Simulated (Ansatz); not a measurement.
Write the native input for Ansatz 0.2.0 that does the following.

```yaml
Task: band structure
Functional: PBE
Potentials_or_basis: all-electron LAPW, scalar-relativistic
Cutoff: 116 eV (chosen from the basis error)
Basis_error_allowed: 0.001 eV/atom
k_mesh: 7 × 7 × 7
Occupations: fermi-dirac, width 0.05 eV
Spin: no spin polarisation
```

Crystal: KI.

```
I K
1.0
     0.00000    3.53277    3.53277
     3.53277    0.00000    3.53277
     3.53277    3.53277    0.00000
I K
1 1
Direct
  0.50000 0.50000 0.50000
  0.00000 0.00000 0.00000
```

The input as run:

input.yaml

```yaml
crystal:
  lattice:
    - [0.0, 3.532775, 3.532775]
    - [3.532775, 0.0, 3.532775]
    - [3.532775, 3.532775, 0.0]
  atoms:
    - { symbol: I, position: [0.5, 0.5, 0.5] }
    - { symbol: K, position: [0.0, 0.0, 0.0] }
kpoints:
  mp_grid: { grid: [7, 7, 7] }
  band_path:
    path:
      - [0.0, 0.0, 0.0]
      - [0.5, 0.0, 0.5]
      - [0.5, 0.25, 0.75]
      - [0.375, 0.375, 0.75]
      - [0.0, 0.0, 0.0]
      - [0.5, 0.5, 0.5]
      - [0.625, 0.25, 0.625]
      - [0.5, 0.25, 0.75]
    npoints: 12
scf:
  occupations: { method: fermi_dirac, width: 0.05 }
hamiltonian:
  xc: pbe
  pseudopotentials: { kind: all_electron, lapw: { basis_error: 0.001 } }
output:
  forces: true
  stress: true
  eigenvalues: true
```

Potentials or basis: all-electron LAPW, scalar-relativistic.

Launch:

```bash
$ ansatz run input.yaml --threads 1 --pin off --max-ram 3072MiB --backend cpu --events-out ev --progress --plain --runs-dir out
```

Results of the run:

```json
{
  "Pressure": "0.6 GPa",
  "Band gap on the k mesh": "3.97 eV, direct",
  "Band gap along the path": "3.97 eV, direct"
}
```

Caveat: spin-orbit coupling is left out, which moves the levels of the heavy elements.

Wall time 8.2 s on 1 thread of Arm Neoverse V1, with other jobs on the host, peak memory 0.24 GiB.
